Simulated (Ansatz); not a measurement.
# Sn (Fd-3m) in Ansatz: further runs

The runs below take Sn through band structure, with PBE.

All numbers are computed with Ansatz 0.2.0; they aren't measurements. Logs are shortened: lines on timing, memory, paths and dates and some standing lists are left out, and cuts for length are marked.

**1. The crystal as given**

Symmetry: Fd-3m, No. 227, cubic system. Conventional cell: a = 6.467 Å, b = 6.467 Å, c = 6.467 Å, α = 90.00°, β = 90.00°, γ = 90.00°. Sn (site symmetry -43m) is surrounded by 4 Sn at 2.80 Å.

This isn't the form of Sn at room conditions, which is tetragonal (white tin).

**2. Band structure, PBE**

Contents of input.yaml:

```yaml
crystal:
  lattice:
    - [0.0, 3.2333428, 3.2333428]
    - [3.2333428, 0.0, 3.2333428]
    - [3.2333428, 3.2333428, 0.0]
  atoms:
    - { symbol: Sn, position: [0.75, 0.75, 0.75] }
    - { symbol: Sn, position: [0.5, 0.5, 0.5] }
kpoints:
  mp_grid: { grid: [5, 5, 5] }
  band_path:
    path:
      - [0.0, 0.0, 0.0]
      - [0.5, 0.0, 0.5]
      - [0.5, 0.25, 0.75]
      - [0.375, 0.375, 0.75]
      - [0.0, 0.0, 0.0]
      - [0.5, 0.5, 0.5]
      - [0.625, 0.25, 0.625]
      - [0.5, 0.25, 0.75]
    npoints: 8
scf:
  occupations: { method: fermi_dirac, width: 0.05 }
hamiltonian:
  xc: pbe
  pseudopotentials: { kind: all_electron, lapw: { basis_error: 0.001 } }
output:
  forces: true
  stress: true
  eigenvalues: true
```

Potentials or basis: all-electron LAPW, scalar-relativistic.

Launch:

```sh
> ansatz run input.yaml --threads 1 --pin off --max-ram 3072MiB --backend cpu --events-out ev --progress --plain --runs-dir out
```

The program printed:

```text
Warning: RAYON_NUM_THREADS=1 ignored (pool sized by the plan → 1); use --threads N
LAPW: plane waves up to 8.208 Å⁻¹, error target 1.0e-3 eV per atom; small_component_spin mean_spin; Sn in spheres of 1.400 Å, 22 of its electrons in bands, Dirac shells [] (how accurate: hamiltonian.pseudopotentials.lapw.basis_error, Limitations)
Engine: ansatz 0.2.0, x86_64-unknown-linux-gnu
Pseudopotentials: kind: all_electron
Pseudopotential: Sn, LAPW, valence charge 22, lapw/all_electron/scalar/gaussian/Sn, Koelling and Harmon's equation, gaussian nucleus
Functional definition: PBE
  parameter kappa = 0.804
  parameter beta = 0.06672455060314922
  exchange = pbe_x(kappa = kappa, mu = beta*pi^2/3)
  correlation = pbe_c(beta = beta)
Crystal: 2 atoms, lattice volume = 67.606 Å³
Basis set: ecut = 256.6580284258378 eV, 609 PW (Γ), exchange–correlation at level 2
Bands: 27, of which v1, the nominal top of the filled ones, is band 22 counted from 1 (21 counted from 0)
Symmetry: 48 space group operations
Space group: Fd-3m (ITA 227), of the structure as read, at distance tolerance 4.1e-5 Å
k-points: 10 of 125
Non-local potential: Sn, projectors of the file, none
Initial density: superposition of atomic densities (chi_scale 0.1, normalization cell)
Initial wavefunctions: plane waves of lowest kinetic energy (no species holds an atomic orbital)
Functional: x = pbe(κ = 0.804, μ = 0.2195149727645171), c = pbe(β = 0.06672455060314922)
iter 1 solved again at ethr=7.37e-4 eV; its pass at ethr=1.00e-1 eV (dr2=3.24e-1 eV) is discarded
SCF iter   1: F=—  HF=-336178.774557 eV  |F-HF|=—  |Δ(HF+E_count)|=         —  Δρ=1.90e-2  dr2=3.26e-1  ethr=7.37e-4  ⟨swp⟩=2.8  Hψ=1738  notcnv=0
preconditioner: auto → none  [insulator: Δε(μ)=0.566 eV  Ē_g=20.864 eV  σ=0.050 eV  W_gap=0.73  n_scr=14 (ndim 8)  ℏωp=23.9 eV  f_vac=0.119  D(μ)=0.51/eV (n_scr^D=0)  ε∞_Penn≈2.3]
SCF iter   2: F=—  HF=-336178.728603 eV  |F-HF|=—  |Δ(HF+E_count)|=   4.60e-2  Δρ=8.55e-3  dr2=6.39e-2  ethr=7.37e-4  ⟨swp⟩=2.0  Hψ=796  notcnv=0
iter 3 solved again at ethr=4.60e-7 eV; its pass at ethr=1.45e-4 eV (dr2=2.02e-4 eV) is discarded
SCF iter   3: F=—  HF=-336178.726736 eV  |F-HF|=—  |Δ(HF+E_count)|=   1.87e-3  Δρ=6.70e-4  dr2=2.04e-4  ethr=4.60e-7  ⟨swp⟩=2.9  Hψ=1379  notcnv=0
SCF iter   4: F=—  HF=-336178.725966 eV  |F-HF|=—  |Δ(HF+E_count)|=         —  Δρ=2.48e-4  dr2=3.77e-5  ethr=4.60e-7  ⟨swp⟩=3.0  Hψ=780  notcnv=0
the basis was enlarged: its passes take 189.0 KiB over the memory plan, 1 of 1 planned eigensolver slots
SCF iter   5: F=—  HF=-336178.726048 eV  |F-HF|=—  |Δ(HF+E_count)|=   8.15e-5  Δρ=4.58e-5  dr2=1.39e-6  ethr=8.57e-8  ⟨swp⟩=3.0  Hψ=794  notcnv=0
SCF iter   6: F=-336178.726052 eV  HF=-336178.726052 eV  |F-HF|=6.90e-8  |Δ(HF+E_count)|=   4.28e-6  Δρ=5.38e-6  dr2=2.25e-8  ethr=3.15e-9  ⟨swp⟩=3.0  Hψ=794  notcnv=0
SCF 1 converged in 6 iterations: F = -336178.726052 eV  dr2 = 2.25e-8
NSCF: frozen V_eff on 57 k-points
SCF converged after 6 iterations
Free energy (F): -336178.726052 eV
Harris-Foulkes:  -336178.726052 eV  (|F-HF|=6.90e-8)
Internal energy: -336178.721873 eV  (E = F + TS)
E sigma→0 (E₀):  -336178.723962 eV
Entropy (-TS):   -0.004179 eV (-2.090 meV/atom)
Fermi energy:    10.353472 eV
--- Per-component energies (eV) ---
  E_band       = -1553.216063
  E_kinetic    = 353571.050624
  E_xc         = -8996.151428
  E_electrostatic = -680753.621069  (all electrons and nuclei)
  E_smearing   = -0.004179  (= −TS)
  E_closure    = 0.000000  (closes the sum)
  E_atoms      = -336171.220692  (free atoms, spherical and without spin; not in F)
  Σ components = -336178.726052   (vs F -336178.726052, Δ=0.00e0)
  Basis errors (estimates in eV, not in F): energy 4.3e-4 per atom: plane waves 4.0e-4 (2.3e-4 summed), levels above the bands 5.8e-60, relativity 2.8e-8, radial functions 3.2e-5, core shells 4.4e-8; eigenvalues (radial functions only) 3.6e-7; not estimated: angular momenta, meshes, grids; target (lapw.basis_error) 1.0e-3; muffin-tin radii Sn 1.400 Å
--- Forces (eV/Å), atoms counted from 1 ---
  atom   1  Sn    -0.00000000     0.00000000     0.00000000
  atom   2  Sn    -0.00000000    -0.00000000     0.00000000
  max |Σ_I F_I| component: 2.89e-18 eV/Å
--- Stress (GPa, compression-positive) ---
        4.026179      -0.000000      -0.000000
       -0.000000       4.026179       0.000000
       -0.000000       0.000000       4.026179
  P = ⅓ Tr σ = 4.0262 GPa (40.262 kbar)
--- Band table (eV; the first three rows and the last of 10) ---
  k-point 0: bands = ["-119.1232", "-119.1200", "-74.9126", "-74.9126", "-74.9126", "-74.8978", "-74.8978", "-74.8978", "-11.3548", "-11.3548", "-11.3548", "-11.2943", "-11.2943", "-10.9755", "-10.9755", "-10.9755", "-10.9658", "-10.9658", "-0.3281", "9.7898", "10.4344", "10.4344", "10.4344", "12.5051", "12.5051", "12.5051", "15.3838"]
  k-point 1: bands = ["-119.1230", "-119.1202", "-74.9130", "-74.9130", "-74.9120", "-74.8983", "-74.8974", "-74.8974", "-11.3757", "-11.3757", "-11.3457", "-11.2629", "-11.2629", "-11.0126", "-11.0126", "-10.9871", "-10.9349", "-10.9349", "0.0578", "7.0449", "9.8534", "9.8534", "10.8600", "13.2304", "13.2304", "14.1897", "16.6654"]
  k-point 2: bands = ["-119.1225", "-119.1207", "-74.9135", "-74.9135", "-74.9110", "-74.8994", "-74.8969", "-74.8969", "-11.3906", "-11.3906", "-11.3301", "-11.2350", "-11.2350", "-11.0348", "-11.0348", "-11.0068", "-10.9191", "-10.9191", "1.0313", "4.5035", "9.2885", "9.2885", "10.4266", "13.5880", "13.5880", "16.0804", "17.4144"]
  k-point 9: bands = ["-119.1220", "-119.1212", "-74.9145", "-74.9142", "-74.9074", "-74.9030", "-74.8962", "-74.8959", "-11.4243", "-11.4162", "-11.2610", "-11.1820", "-11.1641", "-11.1338", "-11.0876", "-11.0504", "-10.8888", "-10.8814", "1.9948", "3.7662", "7.1324", "7.8911", "13.1681", "13.1725", "14.0794", "16.3584", "17.9024"]
```

Wall time 6.6 s (1 thread of Intel Xeon 6975P-C (Granite Rapids), shared host); peak memory 0.31 GiB.

Results:

| Item | Value |
| --- | --- |
| Free energy | -336178.7261 eV |
| Pressure | 4.0 GPa |
| Band gap along the path | none (metal or under the smearing width) |

Levels at the corners of the path, in eV from the Fermi level:
```tsv
point	band 20	band 21	band 22	band 23	band 24	band 25
Γ	-0.56	0.08	0.08	0.08	2.15	2.15
X	-7.55	-2.50	-2.50	0.81	0.81	7.79
W	-7.49	-3.09	-3.09	3.45	3.45	4.04
K	-7.06	-3.43	-2.14	1.09	3.38	5.80
Γ	-0.56	0.08	0.08	0.08	2.15	2.15
L	-6.34	-1.14	-1.14	0.01	3.23	3.23
U	-7.06	-3.43	-2.14	1.09	3.38	5.80
W	-7.49	-3.09	-3.09	3.45	3.45	4.04
```

Caveat: the k mesh is thin for a metal, which can move the energy by tens of meV per atom; spin-orbit coupling is left out, which moves the levels of the heavy elements.

**3. Band structure, PBE, spin-orbit coupling, no magnetisation**

Edit input.yaml of step 2 so:

```diff
@@ -26,2 +26,5 @@
   pseudopotentials: { kind: all_electron, lapw: { basis_error: 0.001 } }
+magnetization:
+  noncollinear: true
+  spin_orbit: true
 output:
```

Potentials or basis: all-electron LAPW, relativistic spinors.

Launch:

```sh
> ansatz run input.yaml --threads 1 --pin off --max-ram 3072MiB --backend cpu --events-out ev --progress --plain --runs-dir out
```

Wall time 45 s (1 thread of Intel Xeon 6975P-C (Granite Rapids), shared host); peak memory 0.5 GiB.

Results (log left out):

* Free energy: -336277.0420 eV
* Pressure: 3.9 GPa
* Band gap along the path: none (metal or under the smearing width)

Levels at the corners of the path, in eV from the Fermi level:
```
point  band 42  band 43  band 44  band 45  band 46  band 47
    Γ    -0.36     0.32     0.32     0.32     0.32     1.85
    X    -2.50    -2.50    -2.50     0.83     0.83     0.83
    W    -3.17    -2.99    -2.99     3.29     3.29     3.61
    K    -3.42    -2.13    -2.13     1.11     1.11     3.39
    Γ    -0.36     0.32     0.32     0.32     0.32     1.85
    L    -1.35    -0.91    -0.91     0.03     0.03     3.14
    U    -3.42    -2.13    -2.13     1.11     1.11     3.39
    W    -3.17    -2.99    -2.99     3.29     3.29     3.61
```

Caveat: the k mesh is thin for a metal, which can move the energy by tens of meV per atom.
